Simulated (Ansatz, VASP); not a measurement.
**Two plane-wave programs on WSe2**

```
CELL_PARAMETERS angstrom
3.27115 0.00000 0.00000
-1.63558 2.83290 0.00000
0.00000 0.00000 13.22067
ATOMIC_POSITIONS crystal
W 0.33333 0.66667 0.25000
W 0.66667 0.33333 0.75000
Se 0.33333 0.66667 0.62339
Se 0.66667 0.33333 0.12339
Se 0.33333 0.66667 0.87661
Se 0.66667 0.33333 0.37661
```

Alike in both runs: task single point; functional PBEsol; k mesh 12 × 12 × 2; occupations gaussian, width 0.02 eV; no spin polarisation.

|  | VASP | Ansatz |
| --- | --- | --- |
| version | VASP 6.6.1 | Ansatz 0.2.0 |
| potentials or method | VASP PAW PBE potentials, release 64 (W_sv, Se) | scalar-relativistic, plane waves, PAW |
| plane-wave cutoff (eV) | 520 | 420 |
| valence electrons in the cell | 52 | 92 |

Ansatz gave:

| Item | Value |
| --- | --- |
| gap on the k mesh at the Fermi level (eV) | 1.04 |
| least direct gap on the mesh (eV) | 1.60 |

Q: What did VASP give for the same quantities?

A: gap on the k mesh at the Fermi level (eV): 1.04; least direct gap on the mesh (eV): 1.59.

The two sets of potentials don't hold the same shells in valence.

Caveats: spin-orbit coupling is left out, which moves the levels of the heavy elements. A hybrid or GW would open this gap; PBEsol tends to underestimate it. A k mesh can miss the band edges.
